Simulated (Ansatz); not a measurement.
Consider the following.

```yaml
crystal:
  lattice:
    - [3.81241, 0.00000, 0.00000]
    - [0.00000, 3.81241, 0.00000]
    - [0.00000, 0.00000, 3.73845]
  atoms:
    - { symbol: La, position: [0.00000, 0.00000, 0.00000] }
    - { symbol: Al, position: [0.50000, 0.50000, 0.50000] }
    - { symbol: O, position: [0.00000, 0.50000, 0.50000] }
    - { symbol: O, position: [0.50000, 0.50000, 0.00000] }
    - { symbol: O, position: [0.50000, 0.00000, 0.50000] }
```

No spin polarisation.

Level of theory: DFT with PBE, PAW potentials and a 420 eV plane-wave cutoff in Ansatz (a first-principles code), no spin-orbit coupling. Settings: 9×9×9 k-points, 0.05 eV Fermi–Dirac smearing.

Q: Predict the electron mass.

A: 0.64 mₑ along z, 0.52 mₑ across (at Γ).

Q: Estimate the stress (xx, yy, zz, yz, xz, xy; compression positive).

A: (2.56, 2.56, 6.92, 0.00, 0.00, 0.00) GPa.

Q: Estimate the band gap.

A: 3.34 eV.

The cells carry an imposed strain or load. Masses are band curvatures over ±0.01 Å⁻¹ around the edge. Stability against distortions was not tested. The cell was made from LaAlO$_{3}$ in the cubic perovskite structure (space group Pm-3m, No. 221) by this change: uniaxial strain ε_zz = −1.94 %. Many cubic perovskites are stable only at high temperature; tilts and polar distortions were not tested.
